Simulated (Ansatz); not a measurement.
# Be2C (antifluorite type): the dielectric function from several functionals

How does Be2C (antifluorite type) absorb light if electrons and holes don't interact? Plan: HSE06 for the gap; optics with PBE on 8×8×8; optics with r2SCAN on 8×8×8; optics with PBE and scissors to the HSE06 gap on 8×8×8.

Computed with Ansatz 0.2.0 (plane waves, PAW; no local fields, no excitons, unless a step's input says otherwise).

1 further run of the same task is left out (it didn't finish). Runs told in other sessions of the task aren't counted.

## Step 1: The starting structure

The structure is cubic, space group Fm-3m (No. 225). Conventional cell: a = 4.321 Å, b = 4.321 Å, c = 4.321 Å, α = 90.00°, β = 90.00°, γ = 90.00°. C (site symmetry m-3m) has 8 Be at 1.87 Å in its first shell of neighbours. Be (site symmetry -43m) is surrounded by 4 C at 1.87 Å.

Structure file:

```
C Be
1.0
     0.00000    2.16049    2.16049
     2.16049    0.00000    2.16049
     2.16049    2.16049    0.00000
C Be
1 2
Direct
  0.00000 0.00000 0.00000
  0.25000 0.25000 0.25000
  0.75000 0.75000 0.75000
```

Cell and atoms come from an earlier r2SCAN relaxation.

## Step 2: The gap to aim at

Input file input.yaml:

```yaml
crystal:
  lattice:
    - [0.0, 2.1604856385, 2.1604856385]
    - [2.1604856385, 0.0, 2.1604856385]
    - [2.1604856385, 2.1604856385, 0.0]
  atoms:
    - { symbol: C, position: [0.0, 0.0, 0.0] }
    - { symbol: Be, position: [0.25, 0.25, 0.25] }
    - { symbol: Be, position: [0.75, 0.75, 0.75] }
kpoints:
  mp_grid: { grid: [6, 6, 6] }
  band_path:
    path:
      - [0.0, 0.0, 0.0]
      - [0.5, 0.0, 0.5]
      - [0.625, 0.25, 0.625]
      - [0.375, 0.375, 0.75]
      - [0.5, 0.5, 0.5]
      - [0.5, 0.25, 0.75]
      - [0.0, 0.5, 0.5]
    npoints: 1
hamiltonian:
  xc: hse06
scf:
  occupations: { method: fixed }
  n_extra_bands: 4
output:
  forces: true
  stress: true
  eigenvalues: true
```

Launch:

```
$ ansatz run input.yaml --threads 4 --pin off --max-ram 3686MiB --backend cpu --events-out ev --progress --plain --runs-dir out
```

The runs that follow: Optics, PBE; Optics, r2SCAN; Optics, PBE with a scissors shift.

Q: Predict the results of all the runs planned. Wanted: ε∞, PBE; ε∞, r2SCAN; tallest peak of ε₂, PBE; tallest peak of ε₂, r2SCAN; HSE06 direct gap.

The runs gave:

```
                                  quantity            value
                                   ε∞, PBE             7.23
                                ε∞, r2SCAN             6.60
                ε∞, PBE + 1.00 eV scissors             6.52
                   tallest peak of ε₂, PBE  36.2 at 7.40 eV
                tallest peak of ε₂, r2SCAN  34.8 at 8.00 eV
tallest peak of ε₂, PBE + 1.00 eV scissors  36.2 at 8.40 eV
                          HSE06 direct gap          5.14 eV
```

From PBE to PBE + 1.00 eV scissors the direct gap grows from 4.15 to 5.14 eV, and ε∞ goes from 7.23 to 6.52: a wider gap screens less. Local fields and excitons are left out: both change ε∞, and without excitons the onset lacks its lines.
